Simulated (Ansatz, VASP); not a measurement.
# InP in two plane-wave programs, part 2 of 2

Wanted: the spread between two codes on one cell, functional and k mesh. The cell is taken from a series of runs on this material, whose earlier steps may have relaxed, scaled, displaced or heated it; both programs get it as it stands.

VASP 6.6.1 and Ansatz 0.2.0.

So far: The structure; Ansatz: dielectric response, r2SCAN.

### 3. VASP: dielectric response, r2SCAN

Level of this step: r2SCAN; plane waves and PAW (In_d, P) (VASP).

The same cell, functional and mesh now go to VASP, with its own data sets.

Lines of VASP's logs that name or quote its potential files are left out, and so is its time.

Contents of INCAR:

```
SYSTEM = InP
PREC = Accurate
ENCUT = 440
EDIFF = 1E-08
NELM = 120
ISMEAR = 0
SIGMA = 0.01
LREAL = .FALSE.
ALGO = Normal
METAGGA = R2SCAN
LASPH = .TRUE.
NBANDS = 15
LORBIT = 11
LWAVE = .FALSE.
LCHARG = .FALSE.
ISIF = 2
LCALCEPS = .TRUE.
LPEAD = .TRUE.
GGA_COMPAT = .FALSE.
EFERMI = MIDGAP
LMIXTAU = .TRUE.
KPAR = 2
```

Contents of POSCAR:

```
InP
1.0
    0.0000000000      2.9305000000      2.9305000000
    2.9305000000      0.0000000000      2.9305000000
    2.9305000000      2.9305000000      0.0000000000
In P
1 1
Direct
    0.0000000000      0.0000000000      0.0000000000
    0.7500000000      0.7500000000      0.7500000000
```

Contents of KPOINTS:

```
Automatic mesh
0
Gamma
7 7 7
0 0 0
```

The projector-augmented-wave data sets are In_d and P (PBE family, release 64).

Command:

```sh
$ mpirun -np 2 vasp_std
```

Numbers of over 12 decimals in the logs are rounded to 6 here.

Log:

```text
[banner, memory and clock lines left out]
running    2 mpi-ranks, on    1 nodes
 distrk:  each k-point on    1 cores,    2 groups
 distr:  one band on    1 cores,    1 groups

 POSCAR found type information on POSCAR InP
 POSCAR found :  2 types and       2 ions
|                                                                             |
|               ----> ADVICE to this user running VASP <----                  |
|                                                                             |
|     You enforced a specific xc type in the INCAR file but a different       |
|     [... a line on the potential file left out ...]
|     I HOPE YOU KNOW WHAT YOU ARE DOING!                                     |
|                                                                             |

 LDA part: xc-table for (None), standard interpolation
 POSCAR, INCAR and KPOINTS ok, starting setup
 FFT: planning ... GRIDC
 FFT: planning ... GRID_SOFT
 FFT: planning ... GRID
 WAVECAR not read
 entering main loop
       N       E                     dE             d eps       ncg     rms          rms(c)
DAV:   1     0.824362967996E+02    0.82436E+02   -0.79753E+03   600   0.120E+03
DAV:   2    -0.286316375685E+02   -0.11107E+03   -0.10678E+03   698   0.295E+02
DAV:   3    -0.356824123638E+02   -0.70508E+01   -0.70218E+01   726   0.781E+01
DAV:   4    -0.358844926540E+02   -0.20208E+00   -0.20203E+00   819   0.141E+01
DAV:   5    -0.358928889906E+02   -0.83963E-02   -0.83962E-02   864   0.232E+00    0.754E+00
DAV:   6    -0.322805058242E+02    0.36124E+01   -0.20863E+00   726   0.339E+01    0.403E+00
DAV:   7    -0.323036277233E+02   -0.23122E-01   -0.63750E-01   698   0.110E+01    0.246E+00
DAV:   8    -0.322206349700E+02    0.82993E-01   -0.31423E-01   600   0.687E+00    0.137E+00
DAV:   9    -0.322471797095E+02   -0.26545E-01   -0.29836E-01   600   0.549E+00    0.562E-01
DAV:  10    -0.321936281854E+02    0.53552E-01   -0.54295E-02   600   0.228E+00    0.195E-01
DAV:  11    -0.322879380481E+02   -0.94310E-01   -0.54124E-02   600   0.213E+00    0.130E-01
DAV:  12    -0.322868029250E+02    0.11351E-02   -0.18378E-03   854   0.440E-01    0.804E-02
DAV:  13    -0.322885096202E+02   -0.17067E-02   -0.11276E-03   614   0.325E-01    0.734E-02
DAV:  14    -0.322867931464E+02    0.17165E-02   -0.40591E-04   628   0.255E-01    0.341E-02
[...]
DAV:  18    -0.322885050778E+02    0.10293E-05   -0.16589E-07   740   0.419E-03    0.193E-02
DAV:  19    -0.322885154782E+02   -0.10400E-04   -0.56501E-06   607   0.331E-02    0.110E-02
DAV:  20    -0.322885155792E+02   -0.10107E-06   -0.79853E-07   628   0.102E-02    0.961E-03
DAV:  21    -0.322885157322E+02   -0.15295E-06   -0.40257E-08   670   0.161E-03    0.788E-03
DAV:  22    -0.322885157875E+02   -0.55280E-07   -0.90945E-08   782   0.414E-03    0.356E-03
DAV:  23    -0.322885159730E+02   -0.18554E-06   -0.64515E-08   614   0.258E-03    0.386E-03
DAV:  24    -0.322885159872E+02   -0.14221E-07   -0.22991E-08   669   0.130E-03    0.362E-03
DAV:  25    -0.322885159943E+02   -0.70386E-08   -0.66055E-09   454   0.986E-04
|                                                                             |
|           W    W    AA    RRRRR   N    N  II  N    N   GGGG   !!!           |
|           W    W   A  A   R    R  NN   N  II  NN   N  G    G  !!!           |
|           W    W  A    A  R    R  N N  N  II  N N  N  G       !!!           |
|           W WW W  AAAAAA  RRRRR   N  N N  II  N  N N  G  GGG   !            |
|           WW  WW  A    A  R   R   N   NN  II  N   NN  G    G                |
|           W    W  A    A  R    R  N    N  II  N    N   GGGG   !!!           |
|                                                                             |
|     One or more components of EFIELD_PEAD are too large for comfort. In     |
|     all probability, you are too near to the onset of Zener tunneling.      |
|                                                                             |
|          e |E dot A_1| =  0.00000 > 1/10, E_g/N_1 =  0.01670                |
|          e |E dot A_2| =  0.02930 > 1/10, E_g/N_2 =  0.01670                |
|          e |E dot A_3| =  0.02930 > 1/10, E_g/N_3 =  0.01670                |
|                                                                             |
|     Possible SOLUTIONS:                                                     |
|      ) Choose a smaller electric field.                                     |
|      ) Use a less dense grid of k-points.                                   |
[...]
p_tot=( -0.733E+01 -0.731E+01 -0.733E+01 )
dp_tot=(  0.657E-05  0.226E-01  0.116E-04 )  diag[e(oo)]=(    ---    9.10962    ---   )
DMP:  18    -0.322885471816E+02   -0.41313E-07   -0.34121E-07  1500   0.358E-07   0.952E-07
 p_tot=( -0.733E+01 -0.731E+01 -0.733E+01 )
dp_tot=(  0.639E-05  0.226E-01  0.117E-04 )  diag[e(oo)]=(    ---    9.11689    ---   )
DMP:  19    -0.322885472138E+02   -0.32209E-07   -0.26782E-07  1500   0.281E-07   0.747E-07
 p_tot=( -0.733E+01 -0.731E+01 -0.733E+01 )
dp_tot=(  0.610E-05  0.226E-01  0.117E-04 )  diag[e(oo)]=(    ---    9.12257    ---   )
DMP:  20    -0.322885472393E+02   -0.25520E-07   -0.21140E-07  1500   0.222E-07   0.591E-07
 p_tot=( -0.733E+01 -0.731E+01 -0.733E+01 )
dp_tot=(  0.586E-05  0.226E-01  0.116E-04 )  diag[e(oo)]=(    ---    9.12772    ---   )
[...]
|      ) Choose a smaller electric field.                                     |
|      ) Use a less dense grid of k-points.                                   |
|                                                                             |

       N       E                     dE             d eps       ncg     rms          rms(c)
SDA:   1    -0.322885157477E+02    0.31551E-04   -0.55369E-08  1500   0.138E-07   0.000E+00
DMP:   2    -0.322885159445E+02   -0.19685E-06   -0.11134E-08  1500   0.552E-08  -0.717E-08
DMP:   3    -0.322885159454E+02   -0.87584E-09   -0.11061E-08  1500   0.229E-08   0.124E-08
 final diagonalization occupied
 p_tot=( -0.733E+01 -0.733E+01 -0.733E+01 )
       N       E                     dE             d eps       ncg     rms          rms(c)
 p_tot=( -0.733E+01 -0.733E+01 -0.733E+01 )
dp_tot=(  0.000E+00  0.000E+00  0.000E+00 )  diag[e(oo)]=(    ---      ---    1.00000 )
SDA:   1    -0.322884333091E+02    0.82635E-04   -0.57378E-04  1500   0.143E-03   0.000E+00
 p_tot=( -0.733E+01 -0.733E+01 -0.733E+01 )
dp_tot=( -0.590E-04 -0.588E-04  0.566E-02 )  diag[e(oo)]=(    ---      ---    3.03343 )
DMP:   2    -0.322884780699E+02   -0.44761E-04   -0.40958E-04  1500   0.605E-04   0.807E-04
 p_tot=( -0.733E+01 -0.733E+01 -0.732E+01 )
dp_tot=( -0.609E-05 -0.572E-05  0.119E-01 )  diag[e(oo)]=(    ---      ---    5.27124 )
DMP:   3    -0.322885080359E+02   -0.29966E-04   -0.21740E-04  1500   0.297E-04   0.474E-04
 p_tot=( -0.733E+01 -0.733E+01 -0.732E+01 )
dp_tot=(  0.628E-04  0.634E-04  0.163E-01 )  diag[e(oo)]=(    ---      ---    6.84359 )
DMP:   4    -0.322885242616E+02   -0.16226E-04   -0.12378E-04  1500   0.170E-04   0.268E-04
 p_tot=( -0.733E+01 -0.733E+01 -0.732E+01 )
dp_tot=(  0.766E-04  0.774E-04  0.187E-01 )  diag[e(oo)]=(    ---      ---    7.72659 )
DMP:   5    -0.322885337568E+02   -0.94951E-05   -0.73070E-05  1500   0.969E-05   0.165E-04
 p_tot=( -0.733E+01 -0.733E+01 -0.731E+01 )
dp_tot=(  0.479E-04  0.488E-04  0.200E-01 )  diag[e(oo)]=(    ---      ---    8.19680 )
DMP:   6    -0.322885394244E+02   -0.56676E-05   -0.40624E-05  1500   0.494E-05   0.100E-04
 p_tot=( -0.733E+01 -0.733E+01 -0.731E+01 )
dp_tot=(  0.186E-04  0.197E-04  0.208E-01 )  diag[e(oo)]=(    ---      ---    8.47318 )
DMP:   7    -0.322885425429E+02   -0.31185E-05   -0.21812E-05  1500   0.264E-05   0.541E-05
 p_tot=( -0.733E+01 -0.733E+01 -0.731E+01 )
dp_tot=(  0.757E-05  0.869E-05  0.213E-01 )  diag[e(oo)]=(    ---      ---    8.65777 )
DMP:   8    -0.322885442715E+02   -0.17286E-05   -0.13172E-05  1500   0.164E-05   0.318E-05
 p_tot=( -0.733E+01 -0.733E+01 -0.731E+01 )
dp_tot=(  0.828E-05  0.944E-05  0.217E-01 )  diag[e(oo)]=(    ---      ---    8.79165 )
DMP:   9    -0.322885453381E+02   -0.10666E-05   -0.77866E-06  1500   0.891E-06   0.203E-05
 p_tot=( -0.733E+01 -0.733E+01 -0.731E+01 )
dp_tot=(  0.107E-04  0.119E-04  0.220E-01 )  diag[e(oo)]=(    ---      ---    8.89268 )
DMP:  10    -0.322885459688E+02   -0.63069E-06   -0.45762E-06  1500   0.520E-06   0.120E-05
 p_tot=( -0.733E+01 -0.733E+01 -0.731E+01 )
dp_tot=(  0.115E-04  0.127E-04  0.222E-01 )  diag[e(oo)]=(    ---      ---    8.96640 )
DMP:  11    -0.322885463534E+02   -0.38461E-06   -0.30004E-06  1500   0.347E-06   0.775E-06
 p_tot=( -0.733E+01 -0.733E+01 -0.731E+01 )
dp_tot=(  0.110E-04  0.122E-04  0.223E-01 )  diag[e(oo)]=(    ---      ---    9.01436 )
DMP:  12    -0.322885466128E+02   -0.25939E-06   -0.20387E-06  1500   0.228E-06   0.543E-06
 p_tot=( -0.733E+01 -0.733E+01 -0.731E+01 )
dp_tot=(  0.986E-05  0.112E-04  0.224E-01 )  diag[e(oo)]=(    ---      ---    9.04198 )
DMP:  13    -0.322885467929E+02   -0.18009E-06   -0.14365E-06  1500   0.158E-06   0.387E-06
 p_tot=( -0.733E+01 -0.733E+01 -0.731E+01 )
dp_tot=(  0.842E-05  0.977E-05  0.224E-01 )  diag[e(oo)]=(    ---      ---    9.05877 )
DMP:  14    -0.322885469223E+02   -0.12944E-06   -0.10417E-06  1500   0.112E-06   0.285E-06
 p_tot=( -0.733E+01 -0.733E+01 -0.731E+01 )
dp_tot=(  0.713E-05  0.850E-05  0.225E-01 )  diag[e(oo)]=(    ---      ---    9.07272 )
DMP:  15    -0.322885470175E+02   -0.95150E-07   -0.76841E-07  1500   0.816E-07   0.213E-06
 p_tot=( -0.733E+01 -0.733E+01 -0.731E+01 )
dp_tot=(  0.646E-05  0.784E-05  0.225E-01 )  diag[e(oo)]=(    ---      ---    9.08663 )
DMP:  16    -0.322885470886E+02   -0.71105E-07   -0.57790E-07  1500   0.609E-07   0.161E-06
 p_tot=( -0.733E+01 -0.733E+01 -0.731E+01 )
dp_tot=(  0.641E-05  0.781E-05  0.225E-01 )  diag[e(oo)]=(    ---      ---    9.09936 )
DMP:  17    -0.322885471424E+02   -0.53821E-07   -0.44044E-07  1500   0.462E-07   0.123E-06
 p_tot=( -0.733E+01 -0.733E+01 -0.731E+01 )
dp_tot=(  0.656E-05  0.797E-05  0.226E-01 )  diag[e(oo)]=(    ---      ---    9.10937 )
DMP:  18    -0.322885471838E+02   -0.41423E-07   -0.34129E-07  1500   0.358E-07   0.953E-07
 p_tot=( -0.733E+01 -0.733E+01 -0.731E+01 )
dp_tot=(  0.655E-05  0.797E-05  0.226E-01 )  diag[e(oo)]=(    ---      ---    9.11664 )
DMP:  19    -0.322885472160E+02   -0.32218E-07   -0.26786E-07  1500   0.281E-07   0.748E-07
 p_tot=( -0.733E+01 -0.733E+01 -0.731E+01 )
dp_tot=(  0.636E-05  0.779E-05  0.226E-01 )  diag[e(oo)]=(    ---      ---    9.12233 )
DMP:  20    -0.322885472414E+02   -0.25384E-07   -0.21143E-07  1500   0.222E-07   0.591E-07
 p_tot=( -0.733E+01 -0.733E+01 -0.731E+01 )
dp_tot=(  0.618E-05  0.762E-05  0.226E-01 )  diag[e(oo)]=(    ---      ---    9.12748 )
DMP:  21    -0.322885472615E+02   -0.20069E-07   -0.16756E-07  1500   0.176E-07   0.468E-07
 p_tot=( -0.733E+01 -0.733E+01 -0.731E+01 )
dp_tot=(  0.613E-05  0.757E-05  0.226E-01 )  diag[e(oo)]=(    ---      ---    9.13241 )
DMP:  22    -0.322885472775E+02   -0.16020E-07   -0.13318E-07  1500   0.140E-07   0.372E-07
 p_tot=( -0.733E+01 -0.733E+01 -0.731E+01 )
dp_tot=(  0.616E-05  0.761E-05  0.226E-01 )  diag[e(oo)]=(    ---      ---    9.13699 )
DMP:  23    -0.322885472901E+02   -0.12614E-07   -0.10612E-07  1500   0.111E-07   0.297E-07
 p_tot=( -0.733E+01 -0.733E+01 -0.731E+01 )
dp_tot=(  0.620E-05  0.765E-05  0.226E-01 )  diag[e(oo)]=(    ---      ---    9.14109 )
DMP:  24    -0.322885473003E+02   -0.10171E-07   -0.84726E-08  1500   0.888E-08   0.237E-07
 p_tot=( -0.733E+01 -0.733E+01 -0.731E+01 )
dp_tot=(  0.618E-05  0.764E-05  0.227E-01 )  diag[e(oo)]=(    ---      ---    9.14473 )
DMP:  25    -0.322885473085E+02   -0.81764E-08   -0.67743E-08  1500   0.711E-08   0.189E-07
 final diagonalization full
 p_tot=( -0.733E+01 -0.733E+01 -0.731E+01 )
dp_tot=(  0.615E-05  0.761E-05  0.227E-01 )  diag[e(oo)]=(    ---      ---    9.14799 )
   1 F= -.32288547E+02 E0= -.32288547E+02  d E =0.000000E+00
```

OUTCAR, selected parts (step 3):

```text
ion  position               nearest neighbor table
   1  0.000  0.000  0.000-   2 2.54   2 2.54   2 2.54   2 2.54
   2  0.750  0.750  0.750-   1 2.54   1 2.54   1 2.54   1 2.54

  LATTYP: Found a face centered cubic cell.
 ALAT       =     5.8610000000

 Subroutine GETGRP returns: Found 24 space group operations
 (whereof 24 operations were pure point group operations)

The static configuration has the point symmetry T_d .

 Found     20 irreducible k-points:

   k-points           NKPTS =     20   k-points in BZ     NKDIM =     20   number of bands    NBANDS=     15

   dimension x,y,z NGX =    28 NGY =   28 NGZ =   28
   dimension x,y,z NGXF=    56 NGYF=   56 NGZF=   56

   ENCUT  =  440.0 eV  32.34 Ry    5.69 a.u.   7.09  7.09  7.09*2*pi/ulx,y,z

   NELECT =      18.0000    total number of electrons

 k-points in reciprocal lattice and weights: Automatic mesh
   0.00000000  0.00000000  0.00000000       0.003
   0.14285714  0.00000000  0.00000000       0.023
   0.28571429  0.00000000  0.00000000       0.023
   0.42857143  0.00000000  0.00000000       0.023
   0.14285714  0.14285714  0.00000000       0.017
   0.28571429  0.14285714  0.00000000       0.070
   0.42857143  0.14285714  0.00000000       0.070
  -0.42857143  0.14285714  0.00000000       0.070
  -0.28571429  0.14285714  0.00000000       0.070
[...]
-0.42857143  0.42857143  0.14285714       0.070
  -0.28571429  0.42857143  0.14285714       0.070

 average (electrostatic) potential at core
       1-101.2253       2 -85.7324

            Ionic dipole moment: p[ion]=(    -7.32625    -7.32625    -7.32625 ) |e| Angst

 Total electronic dipole moment: p[elc]=(    -0.00821    -0.00821     0.01443 ) |e| Angst

 MACROSCOPIC STATIC DIELECTRIC TENSOR (including local field effects)
 ------------------------------------------------------
           9.148156    -0.000000    -0.000000
          -0.000000     9.148156     0.000000
          -0.000000     0.000000     9.148156
 ------------------------------------------------------

 PIEZOELECTRIC TENSOR (including local field effects) (C/m^2)
          XX          YY          ZZ          XY          YZ          ZX
  --------------------------------------------------------------------------------
  x    -0.00000     0.00000     0.00000     0.00000     0.78710     0.00000
  y    -0.00000     0.00000    -0.00000     0.00000    -0.00000     0.78710
  z     0.00000     0.00000     0.00000     0.78710     0.00000     0.00000

 BORN EFFECTIVE CHARGES (including local field effects) (in |e|, cummulative output)
 ---------------------------------------------------------------------------------
 ion    1
    1     2.53984     0.00000     0.00000
    2     0.00000     2.53984    -0.00000
    3     0.00000    -0.00000     2.53984
 ion    2
    1    -2.53984     0.00000    -0.00000
    2    -0.00000    -2.53984     0.00000
    3    -0.00000     0.00000    -2.53984

  Total        0.5049433      0.5049433      0.5049433      0.0000000      0.0000000     -0.0000000
  in kB       16.0730414     16.0730414     16.0730414      0.0000000      0.0000000     -0.0000000
  external PRESSURE =      16.0730414 kB  Pullay stress =       0.0000000 kB

  energy-cutoff  :      440.00
  volume of cell :       50.33
      direct lattice vectors                 reciprocal lattice vectors
     0.000000000  2.930500000  2.930500000    -0.170619348  0.170619348  0.170619348
     2.930500000  0.000000000  2.930500000     0.170619348 -0.170619348  0.170619348
     2.930500000  2.930500000  0.000000000     0.170619348  0.170619348 -0.170619348

 POSITION                                       TOTAL-FORCE (eV/Angst)
 -----------------------------------------------------------------------------------
      0.00000      0.00000      0.00000         0.000000      0.000000     -0.000000
      4.39575      4.39575      4.39575        -0.000000     -0.000000      0.000000
 -----------------------------------------------------------------------------------
    total drift:                                0.000000      0.000000      0.000000
```

The log warns that the applied field is near the limit of Zener tunnelling for this mesh, so the response is less certain.

### 4. Side by side

Known differences besides the potentials themselves: VASP keeps PBE cores, Ansatz makes them for the functional; fixed occupations in Ansatz, narrow Gaussian smearing in VASP; VASP's response is taken on the typed mesh, Ansatz refines its own for the field response alone; the cutoff is 500 eV in Ansatz and 440 eV in VASP; VASP takes ε∞ from a finite field, Ansatz from linear response. Total energies have different zeros and are not compared.

Both answers:

```csv
quantity,Ansatz,VASP,difference
ε∞ xx,9.50,9.15,+3.83 %
ε∞ yy,9.50,9.15,+3.83 %
ε∞ zz,9.50,9.15,+3.83 %
```

### 5. Summary of results

```json
{"difference in ε∞ xx (dielectric response, r2SCAN)": "3.8 %"}
```

In words: The difference in ε∞ xx is 3.8 % (dielectric response, r2SCAN), within the 5 % picked in this series as the mark of a large difference. How closely two codes agree says nothing of how well the functional describes the real material.

[Lines on the potential files, build, host, timing and source positions are cut from VASP's logs without a mark.]

[Logs are printed without paths, hosts, clocks, repeated set-up lines and the standing remarks that a program may print on its own settings, such as how far it seeks lower states.]

[Hosts, paths, dates, database ids (printed as entryN), source tags and the programs' standing remarks are cut or masked in the printed files.]
